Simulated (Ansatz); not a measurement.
Working through relaxations under a series of pressures of Sb, space group Im-3m

With the Python package of Ansatz (0.2.0).

Contents of `sb.cif`:
```cif
data_Sb
_cell_length_a 2.987788
_cell_length_b 2.987788
_cell_length_c 2.987788
_cell_angle_alpha 109.47122
_cell_angle_beta 109.47122
_cell_angle_gamma 109.47122
_symmetry_space_group_name_H-M 'P 1'
_symmetry_Int_Tables_number 1
loop_
_symmetry_equiv_pos_as_xyz
'x, y, z'
loop_
_atom_site_label
_atom_site_type_symbol
_atom_site_fract_x
_atom_site_fract_y
_atom_site_fract_z
Sb1 Sb    0.000000    0.000000    0.000000
```

The cells in order, each with its output:

**Cell 1**
```python
import warnings

import ansatz as az
from ase.io import read
import numpy as np
```

**Cell 2**
```python
def edges_and_angles(cell):
    cell = np.asarray(cell)
    a, b, c = np.linalg.norm(cell, axis=1)
    cosines = cell[1] @ cell[2] / (b * c), cell[0] @ cell[2] / (a * c), cell[0] @ cell[1] / (a * b)
    return (a, b, c, *np.degrees(np.arccos(cosines)))
```

**Cell 3**
```python
warnings.simplefilter('ignore', az.DeckWarning)

atoms = read('sb.cif')
cell = az.Crystal.from_ase(atoms)
```

**Cell 4**
```python
len(cell.resolved().sites)
```
Output:
```text
1
```

**Cell 5**
```python
model = cell.calculation()
model = model.functional('revpbe', dispersion='d3bjatm')
model = model.pseudopotentials('paw').kpoints(length=22)
model = model.occupations('cold', width=0.01)
model = model.mixing('broyden', ndim=8, beta=0.6)
model = model.scf(tolerance=1e-09, max_iterations=80)
```

**Cell 6**
```python
# H = F + PV, with 1 GPa A^3 = 1/160.21766 eV
rows = []
for pressure in [0, 5, 10, 20]:
    out = model.relax(cell=True, pressure=pressure, force_tolerance=0.05, max_steps=100).run(threads=1)
    cell = out.lattice.cell_ang
    n_atoms = len(out.lattice.sites)
    volume = abs(np.linalg.det(cell)) / n_atoms
    enthalpy = out.report['free_energy_ev'] / n_atoms + pressure * volume / 160.21766
    rows.append((pressure, volume, enthalpy, *edges_and_angles(cell)))
    print(f'{pressure} GPa done: {volume:.4f} A^3/atom')

print(' P (GPa)  V (A^3/atom)  H (eV/atom)     a       b       c')
for row in rows:
    print('{:8.1f} {:12.4f} {:14.5f} {:7.4f} {:7.4f} {:7.4f}'.format(*row[:6]))
p, v = np.array([row[0] for row in rows], float), np.array([row[1] for row in rows])
print('mean bulk modulus between rows (GPa):', np.round(-np.diff(p) / np.diff(np.log(v)), 1))
```
Output:
```text
0 GPa done: 25.3871 A^3/atom
5 GPa done: 23.9535 A^3/atom
10 GPa done: 22.8714 A^3/atom
20 GPa done: 21.1041 A^3/atom
 P (GPa)  V (A^3/atom)  H (eV/atom)     a       b       c
     0.0      25.3871    -6491.41836  3.2068  3.2068  3.2068
     5.0      23.9535    -6490.64955  3.1453  3.1453  3.1453
    10.0      22.8714    -6489.91952  3.0972  3.0972  3.0972
    20.0      21.1041    -6488.54962  3.0153  3.0153  3.0153
mean bulk modulus between rows (GPa): [ 86.  108.2 124.3]
```

The volume falls from 25.39 Å³ an atom at 0 GPa to 21.10 at 20 GPa, by 16.9 %. Between 0 and 5 GPa, -V dP/dV is about 86 GPa, a mean over that step.

The settings weren't tested for convergence. At a fixed pressure a relaxation lowers the enthalpy F + PV, while F alone can rise. Dispersion corrections can be off by several per cent in the lattices of metals, and by several GPa in the pressure at a fixed cell. The mesh is modest for a metal, so energies can be off by several to tens of meV an atom and pressures by half a GPa or more; differences at equal mesh fare better. The program warned that this SCF threshold is loose for forces or stresses. This isn't the structure that Sb takes at ambient conditions. Symmetry holds the cell in this phase, whether or not it is the stable one at each pressure. The script silences the warnings on its input, which a real study should read. It ran for 15 s on 1 thread of Intel(R) Xeon(R) 6975P-C (Granite Rapids), with other jobs on the host, peak memory 0.43 GiB.

(Lines on the test bed's own set-up are left out of the output.)
